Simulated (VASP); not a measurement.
# CdSe (F-43m) in VASP: notebook

The runs below take CdSe through relaxation of cell and atoms, with PBEsol.

All numbers are computed with VASP 6.6.1; they aren't measurements. Logs are shortened: lines on timing, memory, paths and dates and some standing lists are left out, and cuts for length are marked.

### 1 The crystal as given

It takes space group F-43m (No. 216, cubic). Conventional cell: a = 6.141 Å, b = 6.141 Å, c = 6.141 Å, α = 90.00°, β = 90.00°, γ = 90.00°. Around Cd (site symmetry -43m) lie 4 Se at 2.66 Å. Se (site symmetry -43m) has 4 Cd at 2.66 Å as nearest neighbours.

The cell was built by a generator and needn't be a form met in nature.

### 2 Relaxation of cell and atoms, PBEsol

INCAR

```
SYSTEM = CdSe
PREC = Accurate
ENCUT = 600
EDIFF = 1E-6
ISMEAR = 0
SIGMA = 0.03
LREAL = .FALSE.
LASPH = .TRUE.
NELM = 80
ALGO = Normal
ISIF = 3
LWAVE = .FALSE.
LCHARG = .FALSE.
GGA = PS
IBRION = 2
NSW = 90
EDIFFG = -0.01
```

KPOINTS

```
regular mesh
0
G
  8 8 8
  0 0 0
```

POSCAR

```
CdSe
1.0
    0.0000000000      3.0702712000      3.0702712000
    3.0702712000      0.0000000000      3.0702712000
    3.0702712000      3.0702712000      0.0000000000
Cd Se
1 1
Direct
    0.0000000000      0.0000000000      0.0000000000
    0.2500000000      0.2500000000      0.2500000000
```

Potentials or basis: VASP PAW PBE potentials, release 64 (Cd, Se).

Launch:

```console
cat potpaw_PBE.64/Cd/POTCAR potpaw_PBE.64/Se/POTCAR > POTCAR
mpirun -np 1 vasp_std > vasp.out
```

OUTCAR:

```text
SYSTEM = CdSe
   PREC = Accurate
   ENCUT = 600
   EDIFF = 1E-6
   ISMEAR = 0
   LREAL = .FALSE.
   LASPH = .TRUE.
   NELM = 80
   ISIF = 3
   GGA = PS
   IBRION = 2
   NSW = 90
   EDIFFG = -0.01

 ion  position               nearest neighbor table
   1  0.000  0.000  0.000-   2 2.66   2 2.66   2 2.66   2 2.66
   2  0.250  0.250  0.250-   1 2.66   1 2.66   1 2.66   1 2.66

  LATTYP: Found a face centered cubic cell.
 ALAT       =     6.1405424000

  Lattice vectors:

 A1 = (   0.0000000000,   3.0702712000,   3.0702712000)
 A2 = (   3.0702712000,   0.0000000000,   3.0702712000)
 A3 = (   3.0702712000,   3.0702712000,   0.0000000000)

Analysis of symmetry for initial positions (statically):
=====================================================================
 Subroutine PRICEL returns:
 Original cell was already a primitive cell.

 Routine SETGRP: Setting up the symmetry group for a
 face centered cubic supercell.

 Subroutine GETGRP returns: Found 24 space group operations
 (whereof 24 operations were pure point group operations)
 out of a pool of 48 trial point group operations.

The static configuration has the point symmetry T_d .

Analysis of symmetry for dynamics (positions and initial velocities):
=====================================================================
 Subroutine PRICEL returns:
 Original cell was already a primitive cell.

 Routine SETGRP: Setting up the symmetry group for a
 face centered cubic supercell.

 Subroutine GETGRP returns: Found 24 space group operations
 (whereof 24 operations were pure point group operations)
 out of a pool of 48 trial point group operations.

The dynamic configuration has the point symmetry T_d .

 Subroutine INISYM returns: Found 24 space group operations
 (whereof 24 operations are pure point group operations),
 and found     1 'primitive' translations

----------------------------------------------------------------------------------------

                                     Primitive cell

  volume of cell :      57.8842

  direct lattice vectors                    reciprocal lattice vectors
     0.000000000  3.070271200  3.070271200    -0.162852063  0.162852063  0.162852063
     3.070271200  0.000000000  3.070271200     0.162852063 -0.162852063  0.162852063
     3.070271200  3.070271200  0.000000000     0.162852063  0.162852063 -0.162852063

  length of vectors
     4.342019171  4.342019171  4.342019171     0.282068048  0.282068048  0.282068048

  position of ions in fractional coordinates (direct lattice)
     0.000000000  0.000000000  0.000000000
     0.250000000  0.250000000  0.250000000

  ion indices of the primitive-cell ions
   primitive index   ion index
                 1           1
                 2           2

----------------------------------------------------------------------------------------

 KPOINTS: regular mesh

Automatic generation of k-mesh.
 Grid dimensions read from file:
 generate k-points for:    8    8    8

 Generating k-lattice:

  Cartesian coordinates                     Fractional coordinates (reciprocal lattice)
    -0.020356508  0.020356508  0.020356508     0.125000000  0.000000000  0.000000000
     0.020356508 -0.020356508  0.020356508     0.000000000  0.125000000  0.000000000
     0.020356508  0.020356508 -0.020356508     0.000000000  0.000000000  0.125000000

  Length of vectors
     0.035258506  0.035258506  0.035258506

  Shift w.r.t. Gamma in fractional coordinates (k-lattice)
     0.000000000  0.000000000  0.000000000

 Subroutine IBZKPT returns following result:
 ===========================================

 Found     29 irreducible k-points:

 Following reciprocal coordinates:
            Coordinates               Weight
  0.000000  0.000000  0.000000      1.000000
  0.125000  0.000000  0.000000      8.000000
  0.250000  0.000000  0.000000      8.000000
  0.375000  0.000000  0.000000      8.000000
  0.500000  0.000000  0.000000      4.000000
  0.125000  0.125000  0.000000      6.000000
[... 16 lines left out ...]
  0.500000  0.250000  0.125000     48.000000
[... 38 lines left out ...]
   LORBIT       =      0    0 simple, 1 ext, 2 COOP (PROOUT), +10 PAW based schemes
   GGA     = PS    functional components
   LHFCALC =     F    Hartree Fock is set to
   AEXX    =    0.0000 exact exchange contribution
   IVDW    =     0    specifies the selected vdW correction
   LEPSILON=     F    determine dielectric tensor
   LRPA    =     F    only Hartree local field effects (RPA)
 conjugate gradient relaxation of ions
 non-spin polarized calculation
 Gauss-broadening in eV      SIGMA  =   0.03
  energy-cutoff  :      600.00
  volume of cell :       57.88
 maximum number of plane-waves:      1964
   NGX = 17   NGY = 17   NGZ = 17

--------------------------------------- Ionic step        1  -------------------------------------------

 number of electron      17.9999997 magnetization

 Free energy of the ion-electron system (eV)
  ---------------------------------------------------
  ext. energy  EPLUGINS =         0.00000000
  ---------------------------------------------------
  free energy    TOTEN  =        -6.17286311 eV

  energy without entropy =       -6.17286311  energy(sigma->0) =       -6.17286311

------------------------ aborting loop because EDIFF is reached ----------------------------------------

  FORCE on cell =-STRESS in cart. coord.  units (eV):
  Direction    XX          YY          ZZ          XY          YZ          ZX
  --------------------------------------------------------------------------------------
  -------------------------------------------------------------------------------------
  Total       -0.4149671     -0.4149671     -0.4149671      0.0000000      0.0000000     -0.0000000
  in kB      -11.4858725    -11.4858725    -11.4858725      0.0000000      0.0000000     -0.0000000
  external PRESSURE =     -11.4858725 kB  Pullay stress =       0.0000000 kB
[... 57 lines left out ...]
  energy  without entropy=       -6.1773765345  energy(sigma->0) =       -6.17737653

--------------------------------------- Ionic step        3  -------------------------------------------

 number of electron      17.9999998 magnetization

 Free energy of the ion-electron system (eV)
  ---------------------------------------------------
  ext. energy  EPLUGINS =         0.00000000
  ---------------------------------------------------
  free energy    TOTEN  =        -6.17779990 eV

  energy without entropy =       -6.17779990  energy(sigma->0) =       -6.17779990

 E-fermi :   0.9437     XC(G=0):  -9.0767

 val. band max:        0.7727014711   @ k =   0.0000   0.0000   0.0000
 cond. band min:       1.2456414627   @ k =   0.0000   0.0000   0.0000
 fundamental gap:      0.4729399916
 Fermi energy:         0.9437300765

 k-point     1 :       0.0000    0.0000    0.0000
  band No.  band energies     occupation
      1     -11.8234      2.00000
      2      -7.1244      2.00000
      3      -7.1244      2.00000
      4      -7.1244      2.00000
      5      -6.7484      2.00000
      6      -6.7484      2.00000
      7       0.7727      2.00000
      8       0.7727      2.00000
      9       0.7727      2.00000
     10       1.2456      0.00000
     11       6.6273      0.00000
     12       6.6273      0.00000
     13       6.6273      0.00000
[... 353 lines left out ...]
 k-point    24 :      -0.3750    0.2500    0.1250
  band No.  band energies     occupation
      1     -11.3891      2.00000
      2      -6.9947      2.00000
      3      -6.9695      2.00000
      4      -6.7690      2.00000
      5      -6.7324      2.00000
      6      -6.3724      2.00000
      7      -3.3966      2.00000
      8      -1.2299      2.00000
      9      -0.4584      2.00000
     10       4.5510      0.00000
     11       6.1173      0.00000
     12       7.5140      0.00000
     13       8.6707      0.00000

 [... further k-points ...]

------------------------ aborting loop because EDIFF is reached ----------------------------------------

  FORCE on cell =-STRESS in cart. coord.  units (eV):
  Direction    XX          YY          ZZ          XY          YZ          ZX
  --------------------------------------------------------------------------------------
  -------------------------------------------------------------------------------------
  Total        0.0076974      0.0076974      0.0076974      0.0000000      0.0000000      0.0000000
  in kB        0.2181444      0.2181444      0.2181444      0.0000000      0.0000000      0.0000000
  external PRESSURE =       0.2181444 kB  Pullay stress =       0.0000000 kB
[... 17 lines left out ...]
  FREE ENERGIE OF THE ION-ELECTRON SYSTEM (eV)
  ---------------------------------------------------
  free  energy   TOTEN  =        -6.1777999002 eV

  energy  without entropy=       -6.1777999002  energy(sigma->0) =       -6.17779990

 reached required accuracy - stopping structural energy minimisation
```

It took 26 s on 1 thread of Intel Xeon 6975P-C (Granite Rapids), shared host; peak memory 0.22 GiB.

What came out:

| Property | Result |
| --- | --- |
| Free energy | -6.1778 eV |
| Relaxed volume | 28.27 Å³/atom |
| Relaxed cell | a = 4.308 Å, b = 4.308 Å, c = 4.308 Å, α = 60.00°, β = 60.00°, γ = 60.00° |
| Space group after relaxing (to 0.05 Å) | F-43m (No. 216) |
| Energy gained by relaxing | 2.5 meV/atom |
| Ionic steps | 3 |
| Pressure after relaxing | 0.0 GPa |
| Band gap on the k mesh | 0.47 eV, direct |

The path:
```tsv
step	energy change (eV)	largest force (eV/Å)	pressure (GPa)	volume (Å³)
1	0.0000	0.0000	-1.15	57.88
2	-0.0045	0.0000	0.33	56.16
3	-0.0049	0.0000	0.02	56.53
```

Final structure:
```
Cd Se
1.0
     0.00000    3.04621    3.04621
     3.04621    0.00000    3.04621
     3.04621    3.04621    0.00000
Cd Se
1 1
Direct
  0.00000 0.00000 0.00000
  0.25000 0.25000 0.25000
```

Levels at points of the mesh, in eV from the valence-band top:
```csv
k point,band 6,band 7,band 8,band 9,band 10,band 11,band 12,band 13
"(0.00, 0.00, 0.00)",-7.52,0.00,0.00,0.00,0.47,5.85,5.85,5.85
"(0.50, 0.00, 0.00)",-7.23,-4.42,-0.75,-0.75,2.28,6.36,6.36,7.27
"(0.50, 0.50, 0.00)",-7.17,-4.11,-1.86,-1.86,3.01,3.67,8.96,10.10
```

Caveat: the PAW data sets were made with another functional, which shifts forces and pressure a little. A hybrid or GW would open this gap; PBEsol tends to underestimate it.

### 3 Relaxation of cell and atoms, PBEsol

This run uses another cell than the first one, of 28.27 Å³/atom, 0.977 times its volume.

Changes to INCAR since step 2:

```diff
@@ -3,3 +3,3 @@
 ENCUT = 600
-EDIFF = 1E-6
+EDIFF = 1E-7
 ISMEAR = 0
@@ -16,2 +16,2 @@
 NSW = 90
-EDIFFG = -0.01
+EDIFFG = -0.005
```

KPOINTS is that of step 2.

POSCAR

```
CdSe                                    
1.0
    0.0000000000      3.0462071948      3.0462071948
    3.0462071948      0.0000000000      3.0462071948
    3.0462071948      3.0462071948      0.0000000000
  Cd              Se            
     1     1
Direct
     0.0000000000000000    0.0000000000000000    0.0000000000000000
     0.2500000000000000    0.2500000000000000    0.2500000000000000
```

Potentials or basis: VASP PAW PBE potentials, release 64 (Cd, Se).

Launch:

```console
cat potpaw_PBE.64/Cd/POTCAR potpaw_PBE.64/Se/POTCAR > POTCAR
mpirun -np 1 vasp_std > vasp.out
```

Wall time 11 s (1 thread of Intel Xeon 6975P-C (Granite Rapids), shared host); peak memory 0.21 GiB.

The run converged. Its results:

```yaml
Free_energy: -6.1774 eV
Pressure_after_relaxing: 0.0 GPa
Band_gap_on_the_k_mesh: 0.47 eV, direct
```

Final structure:
```
CELL_PARAMETERS angstrom
0.00000 3.04621 3.04621
3.04621 0.00000 3.04621
3.04621 3.04621 0.00000
ATOMIC_POSITIONS crystal
Cd 0.00000 0.00000 0.00000
Se 0.25000 0.25000 0.25000
```

Levels at points of the mesh, in eV from the valence-band top:
| k point | band 5 | band 6 | band 7 | band 8 | band 9 | band 10 | band 11 | band 12 | band 13 |
| --- | --- | --- | --- | --- | --- | --- | --- | --- | --- |
| (0.00, 0.00, 0.00) | -7.52 | -7.52 | 0.00 | 0.00 | 0.00 | 0.47 | 5.85 | 5.85 | 5.85 |
| (0.50, 0.00, 0.00) | -7.50 | -7.23 | -4.42 | -0.75 | -0.75 | 2.28 | 6.36 | 6.36 | 7.27 |
| (0.50, 0.50, 0.00) | -7.46 | -7.17 | -4.11 | -1.86 | -1.86 | 3.01 | 3.67 | 8.96 | 10.10 |

Caveat: the relaxation stopped at its first step, so nothing moved; the PAW data sets were made with another functional, which shifts forces and pressure a little.

### 4 Relaxation of cell and atoms, PBEsol

INCAR

```
PREC = Accurate ; ENCUT = 600
EDIFF = 1E-6 ; ISMEAR = 0
SIGMA = 0.03 ; LREAL = F
LASPH = T ; NELM = 80
ALGO = Normal ; ISIF = 3
LWAVE = F ; LCHARG = F
GGA = PS ; IBRION = 2
NSW = 90 ; EDIFFG = -0.01
KPAR = 2
```

KPOINTS

```
Automatic mesh
0
Gamma
  8 8 8
```

POSCAR

```
CdSe
1.0
    0.0000000000      3.0702712000      3.0702712000
    3.0702712000      0.0000000000      3.0702712000
    3.0702712000      3.0702712000      0.0000000000
Cd Se
1 1
Direct
    0.0000000000      0.0000000000      0.0000000000
    0.2500000000      0.2500000000      0.2500000000
```

Launch:

```console
cat potpaw_PBE.64/Cd/POTCAR potpaw_PBE.64/Se/POTCAR > POTCAR
mpirun -np 2 vasp_std > vasp.out
```

Wall time 45 s (2 MPI ranks of Intel Xeon Platinum 8375C at 2.90GHz (Ice Lake), shared host); peak memory 0.22 GiB.

The run converged. Its results:

| Property | Result |
| --- | --- |
| Free energy | -6.1778 eV |
| Relaxed volume | 28.27 Å³/atom |
| Relaxed cell | a = 4.308 Å, b = 4.308 Å, c = 4.308 Å, α = 60.00°, β = 60.00°, γ = 60.00° |
| Space group after relaxing (to 0.05 Å) | F-43m (No. 216) |
| Energy gained by relaxing | 2.5 meV/atom |
| Ionic steps | 3 |
| Pressure after relaxing | 0.0 GPa |
| Band gap on the k mesh | 0.47 eV, direct |

Step by step:
```csv
step,energy change (eV),largest force (eV/Å),pressure (GPa),volume (Å³)
1,0.0000,0.0000,-1.15,57.88
2,-0.0045,0.0000,0.33,56.16
3,-0.0049,0.0000,0.02,56.53
```

Final structure:
```cif
data_structure
_symmetry_space_group_name_H-M 'P 1'
_symmetry_Int_Tables_number 1
_cell_length_a 4.3080
_cell_length_b 4.3080
_cell_length_c 4.3080
_cell_angle_alpha 60.000
_cell_angle_beta 60.000
_cell_angle_gamma 60.000
_cell_volume 56.53
loop_
_atom_site_label
_atom_site_type_symbol
_atom_site_fract_x
_atom_site_fract_y
_atom_site_fract_z
_atom_site_occupancy
Cd1 Cd 0.00000 0.00000 0.00000 1
Se1 Se 0.25000 0.25000 0.25000 1
```

Levels at points of the mesh, in eV from the valence-band top:
```csv
k point,band 5,band 6,band 7,band 8,band 9,band 10,band 11,band 12,band 13
"(0.00, 0.00, 0.00)",-7.52,-7.52,0.00,0.00,0.00,0.47,5.85,5.85,5.85
"(0.50, 0.00, 0.00)",-7.50,-7.23,-4.42,-0.75,-0.75,2.28,6.36,6.36,7.27
"(0.50, 0.50, 0.00)",-7.46,-7.17,-4.11,-1.86,-1.86,3.01,3.67,8.96,10.10
```

Caveat: the PAW data sets were made with another functional, which shifts forces and pressure a little.

### 5 Relaxation of cell and atoms, PBEsol

This run uses another cell than the first one, of 28.27 Å³/atom, 0.977 times its volume.

INCAR

```
PREC = Accurate ; ENCUT = 600
EDIFF = 1E-7 ; ISMEAR = 0
SIGMA = 0.03 ; LREAL = F
LASPH = T ; NELM = 80
ALGO = Normal ; ISIF = 3
LWAVE = F ; LCHARG = F
GGA = PS ; IBRION = 2
NSW = 90 ; EDIFFG = -0.005
KPAR = 2
```

KPOINTS is that of step 4.

POSCAR

```
CdSe                                    
1.0
    0.0000000000      3.0462071943      3.0462071943
    3.0462071943     -0.0000000000      3.0462071943
    3.0462071943      3.0462071943      0.0000000000
  Cd              Se            
     1     1
Direct
     0.0000000000000000    0.0000000000000000    0.0000000000000000
     0.2500000000000000    0.2500000000000000    0.2500000000000000
```

Launch:

```console
cat potpaw_PBE.64/Cd/POTCAR potpaw_PBE.64/Se/POTCAR > POTCAR
mpirun -np 2 vasp_std > vasp.out
```

Wall time 23 s (2 MPI ranks of Intel Xeon Platinum 8375C at 2.90GHz (Ice Lake), shared host); peak memory 0.21 GiB.

The run converged. Its results:

```
Free energy             : -6.1774 eV
Pressure after relaxing : 0.0 GPa
Band gap on the k mesh  : 0.47 eV, direct
```

Final structure:
```
Cd Se
1.0
     0.00000    3.04621    3.04621
     3.04621    0.00000    3.04621
     3.04621    3.04621    0.00000
Cd Se
1 1
Direct
  0.00000 0.00000 0.00000
  0.25000 0.25000 0.25000
```

Levels at points of the mesh, in eV from the valence-band top:
| k point | band 6 | band 7 | band 8 | band 9 | band 10 | band 11 | band 12 | band 13 |
| --- | --- | --- | --- | --- | --- | --- | --- | --- |
| (0.00, 0.00, 0.00) | -7.52 | 0.00 | 0.00 | 0.00 | 0.47 | 5.85 | 5.85 | 5.85 |
| (0.50, 0.00, 0.00) | -7.23 | -4.42 | -0.75 | -0.75 | 2.28 | 6.36 | 6.36 | 7.27 |
| (0.50, 0.50, 0.00) | -7.17 | -4.11 | -1.86 | -1.86 | 3.01 | 3.67 | 8.96 | 10.10 |

Caveat: the relaxation stopped at its first step, so nothing moved; the PAW data sets were made with another functional, which shifts forces and pressure a little. A hybrid or GW would open this gap; PBEsol tends to underestimate it.

### 6 Relaxation of cell and atoms, PBEsol

INCAR

```
PREC     = Accurate       # precision mode
ENCUT    = 600            # plane-wave cutoff, eV
EDIFF    = 1E-6           # SCF threshold, eV
ISMEAR   = 0              # smearing method
SIGMA    = 0.03           # smearing width, eV
LREAL    = F              # projectors in reciprocal space
LASPH    = T              # aspherical terms in the spheres
NELM     = 80             # most SCF steps
ALGO     = Normal         # electronic algorithm
ISIF     = 3              # what is computed and relaxed
LWAVE    = F              # write WAVECAR
LCHARG   = F              # write CHGCAR
GGA      = PS             # functional
IBRION   = 2              # ionic algorithm
NSW      = 90             # ionic steps
EDIFFG   = -0.01          # ionic threshold
```

KPOINTS is that of step 5.

POSCAR

```
CdSe
1.0
    0.0000000000      3.0702712000      3.0702712000
    3.0702712000      0.0000000000      3.0702712000
    3.0702712000      3.0702712000      0.0000000000
Cd Se
1 1
Direct
    0.0000000000      0.0000000000      0.0000000000
    0.2500000000      0.2500000000      0.2500000000
```

Potentials or basis: VASP PAW PBE potentials, release 64 (Cd, Se).

Launch:

```console
cat potpaw_PBE.64/Cd/POTCAR potpaw_PBE.64/Se/POTCAR > POTCAR
mpirun -np 1 vasp_std > vasp.out
```

Wall time 54 s (1 thread of Intel Xeon Platinum 8259CL at 2.50GHz (Skylake/Cascade Lake), shared host); peak memory 0.23 GiB.

The run converged. Its results:

```yaml
Free_energy: -6.1778 eV
Relaxed_volume: 28.27 Å³/atom
Relaxed_cell: a = 4.308 Å, b = 4.308 Å, c = 4.308 Å, α = 60.00°, β = 60.00°, γ = 60.00°
Space_group_after_relaxing_to_0.05_Å: F-43m (No. 216)
Energy_gained_by_relaxing: 2.5 meV/atom
Ionic_steps: 3
Pressure_after_relaxing: 0.0 GPa
Band_gap_on_the_k_mesh: 0.47 eV, direct
```

Step by step:
| step | energy change (eV) | largest force (eV/Å) | pressure (GPa) | volume (Å³) |
| --- | --- | --- | --- | --- |
| 1 | 0.0000 | 0.0000 | -1.15 | 57.88 |
| 2 | -0.0045 | 0.0000 | 0.33 | 56.16 |
| 3 | -0.0049 | 0.0000 | 0.02 | 56.53 |

Final structure:
```
CELL_PARAMETERS angstrom
0.00000 3.04621 3.04621
3.04621 0.00000 3.04621
3.04621 3.04621 0.00000
ATOMIC_POSITIONS crystal
Cd 0.00000 0.00000 0.00000
Se 0.25000 0.25000 0.25000
```

Levels at points of the mesh, in eV from the valence-band top:
| k point | band 6 | band 7 | band 8 | band 9 | band 10 | band 11 | band 12 | band 13 |
| --- | --- | --- | --- | --- | --- | --- | --- | --- |
| (0.00, 0.00, 0.00) | -7.52 | 0.00 | 0.00 | 0.00 | 0.47 | 5.85 | 5.85 | 5.85 |
| (0.50, 0.00, 0.00) | -7.23 | -4.42 | -0.75 | -0.75 | 2.28 | 6.36 | 6.36 | 7.27 |
| (0.50, 0.50, 0.00) | -7.17 | -4.11 | -1.86 | -1.86 | 3.01 | 3.67 | 8.96 | 10.10 |

Caveat: the PAW data sets were made with another functional, which shifts forces and pressure a little. A hybrid or GW would open this gap; PBEsol tends to underestimate it.
